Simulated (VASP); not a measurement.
A run of VASP 6.6.1 is set up as follows.

The input INCAR:

```
ALGO = Normal
EDIFF = 1E-7
ENCUT = 520
GGA = PE
ISIF = 2
ISMEAR = -1
IVDW = 12
LASPH = T
LCHARG = F
LREAL = Auto
LWAVE = F
NBANDS = 72
NELM = 60
PREC = Accurate
SIGMA = 0.02
```

File KPOINTS:

```
k-points
0
Gamma
  1 1 1
```

File POSCAR:

```
H3C2N
1.0
    7.7738770000      0.0000000000      0.0000000000
    0.0000000000      7.7738770000      0.0000000000
    0.0000000000      0.0000000000      7.7738770000
C N H
12 6 18
Direct
    0.2840924805      0.0346931139      0.5267513237
    0.2708558419      0.1456158877      0.3811225724
    0.7831999400      0.0205045693      0.8040260992
    0.6457009803     -0.0432602677      0.9044135893
    0.9862260491      0.5233296076      0.2894823265
    1.0332682135      0.5932303791      0.4581111844
    0.4764289427      0.5939764676      0.2695051645
    0.5608655758      0.6665271395      0.4171149093
    0.8407773882      0.0498850188      0.3181810054
    0.7327875139      0.1734141150      0.4051774938
    0.4471128113      0.4343907165      0.8061614559
    0.6095800075      0.4282161912      0.8915757221
    0.2719106567      0.2208164600      0.2517791316
    0.5316266259     -0.0994741749      0.9818910178
    1.0931353815      0.6464727960      0.5804439664
    0.6176197540      0.7452266096      0.5285264997
    0.6441573490      0.2821886685      0.4576480950
    0.7410845322      0.4199063093      0.9575916882
    0.1660690026     -0.0288530421      0.5689181859
    0.3994660579     -0.0631859753      0.5194705293
    0.3209209510      0.1177790696      0.6396036366
    0.8622595907     -0.0842694064      0.7688570323
    0.7293014798      0.0633403384      0.6773582860
    0.8563037465      0.1280956722      0.8648580367
    0.9680369267      0.6411086772      0.2022671570
    1.1075168799      0.4541877882      0.2449742902
    0.8736181445      0.4455563164      0.2940746297
    0.4163302301      0.7043461068      0.2071424593
    0.5726743554      0.5442200848      0.1865349812
    0.3839654268      0.4883406311      0.3179494607
    0.9677153369      0.1002331269      0.2844269339
    0.8600599160     -0.0652698776      0.3917350377
    0.7650365448      0.0179575777      0.2029232004
    0.3850716959      0.5555400478      0.8471577309
    0.4622146710      0.4239068871      0.6662055497
    0.3575821948      0.3356369029      0.8600470525
```

Potentials or basis: VASP PAW PBE potentials, release 64 (C, N, H).

Command:

```bash
$ cat potpaw_PBE.64/C/POTCAR potpaw_PBE.64/N/POTCAR potpaw_PBE.64/H/POTCAR > POTCAR
$ mpirun -np 1 vasp_gam > vasp.out
```

**Question.** What does it give for the largest force?

**Answer.** 4.000 eV/Å.

**Question.** What does it give for the dispersion energy per atom?

**Answer.** -0.051 eV.

**Question.** What does it give for the pressure?

**Answer.** 1.4 GPa.

Forces in eV/Å, atoms in the order of the input:
```
C    1.906 -0.290  1.839
C    0.256 -0.818 -0.357
C   -0.031  1.599 -0.992
C   -0.115  0.044  0.138
C    1.948  2.001 -0.390
C   -1.281 -1.662 -3.406
C   -1.274 -0.567  1.693
C   -0.806 -0.551 -1.351
C   -0.548  0.300 -0.432
C    0.360  0.206 -0.225
C   -1.209  0.141  0.683
C   -1.465 -0.255 -1.096
N   -0.223  0.427 -0.312
N   -0.766 -0.296  0.623
N    1.288  1.464  3.257
N    1.024  0.998  1.729
N   -0.087 -0.088  0.228
N    2.175 -0.107  1.172
H   -0.127 -0.258 -0.397
H   -1.631  1.137 -0.230
H   -0.132 -0.353 -0.467
H    1.167 -1.154 -0.157
H    0.181  0.122  0.766
H   -0.396 -0.474 -0.206
H   -0.062 -1.281  0.555
H   -1.287  0.215  0.074
H   -0.665 -0.541 -0.148
H   -0.454 -0.067 -0.336
H    0.609 -0.719 -0.828
H    0.954  1.139 -0.903
H   -0.006  0.353 -0.155
H   -0.113 -0.676  0.545
H    0.326 -0.224 -0.168
H    0.051  0.102 -0.560
H   -0.086  0.078  0.147
H    0.521  0.055 -0.337
```

Caveat: the standard files for N, O and F lose accuracy on very short bonds.
